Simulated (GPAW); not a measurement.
Write an ASE script for GPAW 26.7.0 that does the following.

```yaml
Task: band structure
Functional: r2SCAN
Potentials_or_basis: GPAW PAW data sets (gpaw-data 1.2.1)
Cutoff: 600 eV
Basis: pw
k_mesh: 6 × 6 × 4
Occupations: fermi-dirac, width 0.05 eV
Spin: no spin polarisation
Maxiter: 150
Band_path: GMKGALHA,LM,KH
Band_points: 60
```

Crystal: SiGe.

```
CELL_PARAMETERS angstrom
3.90445 0.00000 0.00000
-1.95223 3.38135 0.00000
0.00000 0.00000 6.45078
ATOMIC_POSITIONS crystal
Ge 0.33333 0.66667 0.00039
Ge 0.66667 0.33333 0.50039
Si 0.33333 0.66667 0.37461
Si 0.66667 0.33333 0.87461
```

The cell comes from a database or a generator and needn't be the stable form of this composition.

The input as run:

run.py

```python
from ase import Atoms
from ase.dft.bandgap import bandgap
from ase.io import write
from ase.units import GPa
from gpaw import GPAW, PW

atoms = Atoms(['Ge', 'Ge', 'Si', 'Si'],
              cell=[[3.9044512986, 0.0, 0.0],
                    [-1.9522256493, 3.3813540124, 0.0],
                    [0.0, 0.0, 6.450783]],
              scaled_positions=[[0.3333333333, 0.6666666667, 0.000392],
                                [0.6666666667, 0.3333333333, 0.500392],
                                [0.3333333333, 0.6666666667, 0.374607],
                                [0.6666666667, 0.3333333333, 0.874607]],
              pbc=True)

calc = GPAW(mode=PW(600),
            xc='MGGA_X_R2SCAN+MGGA_C_R2SCAN',
            kpts={'size': (6, 6, 4), 'gamma': True},
            occupations={'name': 'fermi-dirac', 'width': 0.05},
            nbands=18,
            convergence={'density': 1e-05, 'energy': 1e-05},
            maxiter=150,
            txt='gpaw.txt')
atoms.calc = calc
energy = atoms.get_potential_energy()
forces = atoms.get_forces()
stress = atoms.get_stress()
calc.write('gs.gpw')
write('result.traj', atoms)
print(f'Energy: {energy:.6f} eV')
print('Forces (eV/A):')
print(forces.round(4))
print('Stress (GPa):', (stress / GPa).round(3))
print('Fermi level:', round(calc.get_fermi_level(), 4), 'eV')
print(f'Gap: {bandgap(calc)[0]:.4f} eV, direct: {bandgap(calc, direct=True)[0]:.4f} eV')

path = atoms.cell.bandpath('GMKGALHA,LM,KH', npoints=60, eps=1e-4)
bs_calc = calc.fixed_density(kpts=path, symmetry='off', nbands=33,
                             convergence={'bands': 'CBM+6.0', 'eigenstates': 1e-6}, txt='bands.txt')
bs = bs_calc.band_structure()
bs.write('bs.json')
print(f'Gap on the path: {bandgap(bs_calc)[0]:.4f} eV')
```

Potentials or basis: GPAW PAW data sets (gpaw-data 1.2.1), pw.

The run is started by

```console
$ OMP_NUM_THREADS=1 python run.py
```

It gave:

```
Pressure                : 0.6 GPa
Largest force           : 0.015 eV/Å
Band gap on the k mesh  : 0.66 eV, indirect (least direct gap 0.78 eV)
Band gap along the path : 0.66 eV, indirect (least direct gap 0.78 eV)
```

Caveat: the PAW data sets were made with another functional, which shifts forces and pressure a little.

It took 2.9 min on 1 thread of Arm Neoverse V2, on a shared host, peak memory 0.41 GiB.
